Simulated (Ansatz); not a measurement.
# Response to strain in ZnTe

Take ZnTe in the zinc blende structure (space group F-43m, No. 216; a = 6.113 Å) as the base. Axes: x, y, z lie along the cube axes.

Strains are applied to the cell and any free atomic positions relax; under biaxial strain the out-of-plane vector relaxes too; under stress the whole cell relaxes.

Level of theory: DFT with r2SCAN, PAW potentials and a 500 eV plane-wave cutoff in Ansatz (a first-principles code), spin-orbit coupling left out.

Notes on the quantities. energy relative to the base: free energy F.

| change | energy relative to the base | band gap | volume per atom |
|---|---|---|---|
| base | 0 meV/atom | 1.79 eV | 28.56 Å³ |
| biaxial strain −1.00 %, plane normal [111], relaxed out of plane | +1.9 meV/atom | ? | 28.16 Å³ |
| isotropic strain −0.73 % | +2.2 meV/atom | 1.90 eV | 27.94 Å³ |
| tensor shear ε_xz = +1.32 % | ? | ? | 28.56 Å³ |
| uniaxial stress, 3 GPa compression along x | ? | 1.61 eV | 27.91 Å³ |
| tensor shear ε_xy = −1.56 % | +2.9 meV/atom | 1.67 eV | 28.55 Å³ |

Question: Complete the table.

Answer: 
- biaxial strain −1.00 %, plane normal [111], relaxed out of plane, band gap: 1.82 eV
- tensor shear ε_xz = +1.32 %, energy relative to the base: +2.1 meV/atom
- tensor shear ε_xz = +1.32 %, band gap: 1.69 eV
- uniaxial stress, 3 GPa compression along x, energy relative to the base: +25 meV/atom

With Te present, leaving out spin-orbit coupling can change the band edges. Semilocal Kohn–Sham gaps tend to fall short of experiment. Stability under load was not tested beyond the relaxation.
